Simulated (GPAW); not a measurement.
InPd:

```
CELL_PARAMETERS angstrom
3.27188 0.00000 0.00000
0.00000 3.27188 0.00000
0.00000 0.00000 3.27188
ATOMIC_POSITIONS crystal
In 0.00000 0.00000 0.00000
Pd 0.50000 0.50000 0.50000
```

The cell comes from a database or a generator and needn't be the stable form of this composition.

```yaml
Program: GPAW 26.7.0
Task: relaxation of cell and atoms
Functional: PBEsol
Dispersion: D4
Potentials_or_basis: PAW data sets generated in the run's folder for this functional
Cutoff: 600 eV
Basis: pw
k_mesh: 8 × 8 × 8
Occupations: fermi-dirac, width 0.05 eV
Spin: no spin polarisation
```

At the start: pressure -5.5 GPa; volume 17.51 Å³/atom.

Task: How do energy, volume and symmetry change on relaxing?

Result: Over 4 steps the energy falls by 12.9 meV/atom and the volume is 16.80 Å³/atom (-4.1 %); space group Pm-3m (No. 221, to 0.05 Å).

The path:
| step | energy change (eV) | largest force (eV/Å) | pressure (GPa) | volume (Å³) |
| --- | --- | --- | --- | --- |
| 1 | 0.0000 | 0.0000 | -5.55 | 35.03 |
| 2 | -0.0134 | 0.0000 | -3.97 | 34.57 |
| 3 | -0.0256 | 0.0000 | 0.35 | 33.51 |
| 4 | -0.0257 | 0.0000 | -0.02 | 33.59 |

Final structure:
```cif
data_structure
_symmetry_space_group_name_H-M 'P 1'
_symmetry_Int_Tables_number 1
_cell_length_a 3.2265
_cell_length_b 3.2265
_cell_length_c 3.2265
_cell_angle_alpha 90.000
_cell_angle_beta 90.000
_cell_angle_gamma 90.000
_cell_volume 33.59
loop_
_atom_site_label
_atom_site_type_symbol
_atom_site_fract_x
_atom_site_fract_y
_atom_site_fract_z
_atom_site_occupancy
In1 In 0.00000 0.00000 0.00000 1
Pd1 Pd 0.50000 0.50000 0.50000 1
```

Caveat: later steps reuse the first step's grids; pairwise dispersion overbinds metals, which lowers pressure and volume.
